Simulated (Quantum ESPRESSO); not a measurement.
Nb: phonons at X under several settings

```xyz
1
Lattice="2.7196 0.0000 0.0000 0.0000 2.7196 0.0000 0.0000 0.0000 2.7196" Properties=species:S:1:pos:R:3 pbc="T T T"
Nb    1.3598    1.3598    1.3598
```

The cell was built by a generator and needn't be a form met in nature.

All runs used Quantum ESPRESSO 7.5; potentials PseudoDojo 0.4.1 SR PBEsol standard; k mesh 8 × 8 × 8; no spin polarisation; cutoff 1116 eV; occupations cold, width 0.2 eV.

```tsv
level	geometry	volume (Å³/atom)	pressure (GPa)	frequencies (cm⁻¹)
PBEsol	relaxed at 0 GPa	19.18	0.0	132i 132i 206
PBEsol	relaxed at 5 GPa	18.58	5.0	137i 137i 220
PBEsol	relaxed at 10 GPa	?	9.9	?
PBEsol	relaxed at 20 GPa	17.21	20.0	147i 147i 253
PBEsol	relaxed at 40 GPa	15.93	40.0	159i 159i 286
```

What stands in the row left open?

Volume 18.06 Å³/atom; frequencies 140i 140i 232 cm⁻¹.

Values marked i are imaginary: the cell is unstable against those modes at that level, or the meshes are too thin.

Caveats: the mesh is thin for the phonons of a metal; some modes are imaginary; the cell is more than 3 GPa from zero pressure, which shifts response properties (some runs); the volume moved by over 15 % at a fixed basis, so the end points are rough (some runs).

For the row left open. Caveat: the mesh is thin for the phonons of a metal; some modes are imaginary; the cell is more than 3 GPa from zero pressure, which shifts response properties.
